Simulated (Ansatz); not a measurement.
# V2O5: the change of energy above lowest point and pressure with volume per atom

Results calculated with Ansatz 0.2.0 development build, not measured. Equation of state of a cubic crystal from periodic Kohn-Sham density functional theory without spin; pressure corrected for the finite basis.

Cell of the first row (space group Pn-3m, No. 224):
```
CELL_PARAMETERS angstrom
4.83070 0.00000 0.00000
0.00000 4.83070 0.00000
0.00000 0.00000 4.83070
ATOMIC_POSITIONS crystal
V 0.00000 0.00000 0.00000
V 0.50000 0.50000 0.00000
V 0.50000 0.00000 0.50000
V 0.00000 0.50000 0.50000
O 0.50000 0.00000 0.00000
O 0.00000 0.50000 0.00000
O 0.00000 0.00000 0.50000
O 0.50000 0.50000 0.50000
O 0.75000 0.75000 0.25000
O 0.75000 0.25000 0.75000
O 0.25000 0.75000 0.75000
O 0.75000 0.25000 0.25000
O 0.25000 0.75000 0.25000
O 0.25000 0.25000 0.75000
```

Settings of every row: formula V2O5; structure type cubic X2O5; functional PBE; spin treatment none; k mesh 8x8x8; occupation method fermi-dirac; occupation width 0.061225619 eV; wave cutoff 420 eV; datasets soft-1 PAW; density cutoff ratio 4.

Limits: a cubic model structure, not a phase known at ambient conditions; modest k-mesh, values are not fully converged in k; no spin polarisation, a magnetic state may lie lower.

```
row  volume per atom (Å³)  energy above lowest point (meV/atom)  pressure (GPa)
  1                 8.052                                     ?               ?
  2                 8.223                                  10.7          10.342
  3                 8.395                                   2.6           4.915
  4                 8.566                                     0           0.045
  5                 8.738                                  2.31          -4.322
  6                 8.909                                  9.05          -8.238
  7                  9.08                                 19.78         -11.753
```

Question: what energy above lowest point and pressure should row 1 give?

Worked fit of energy above lowest point. Take u = (V_r/V)^(2/3) − 1 with V_r = 8.652 Å³ an atom, which is twice the finite (Eulerian) strain; such expansions in the strain, on which the Birch-Murnaghan equation of state is built, carry the rest volume and the bulk modulus. The shown rows have u = 0.03448, 0.02031, 0.00668, -0.00657, -0.01933, -0.03168. Least squares give energy above lowest point = 0.565 − 175.55 × u + 13610.5 × u² meV/atom; a straight line predicts inner rows, each left out in turn, worse (root mean square 5.7 against 0.011 meV/atom). The rows lie off it by 0.01, -0.01, 0.00, 0.00, 0.01, -0.01. Its lowest point lies at u = 0.0064, or V = 8.569 Å³ an atom, and the curvature there gives the bulk modulus at fixed shape and fractions, B = (4/9)(1 + u)² E″(u)/V = 229 GPa. The withheld row has u = 0.04908, so the fit gives 0.565 − 175.55 × (0.04908) + 13610.5 × (0.04908)² = 24.73 meV/atom.

The calculation gave 24.92 meV/atom. The fit lies 0.19 meV/atom (0.76 % of the column's range) below it; its largest miss of a shown row is 0.01 meV/atom. This row lies beyond the range of the fit.

Worked fit of pressure. Take u = (V_r/V)^(2/3) − 1 with V_r = 8.652 Å³ an atom, which is twice the finite (Eulerian) strain; such expansions in the strain, on which the Birch-Murnaghan equation of state is built, carry the rest volume and the bulk modulus. The shown rows have u = 0.03448, 0.02031, 0.00668, -0.00657, -0.01933, -0.03168. Least squares give pressure = −2.196 + 331.169 × u + 938.06 × u² GPa; a straight line predicts inner rows, each left out in turn, worse (root mean square 0.4 against 0.014 GPa). The rows lie off it by 0.004, -0.002, -0.013, 0.009, 0.009, -0.007 (root mean square 0.0082 GPa). The pressure vanishes at u = 0.0065, or V = 8.568 Å³ an atom, and there the bulk modulus at fixed shape and fractions is B = −V dP/dV = (2/3)(1 + u) dP/du = 230 GPa. The withheld row has u = 0.04908, so the fit gives −2.196 + 331.169 × (0.04908) + 938.06 × (0.04908)² = 16.317 GPa.

The calculation gave 16.398 GPa. The fit lies 0.081 GPa (0.29 % of the column's range) below it; its largest miss of a shown row is 0.013 GPa. This row lies beyond the range of the fit.
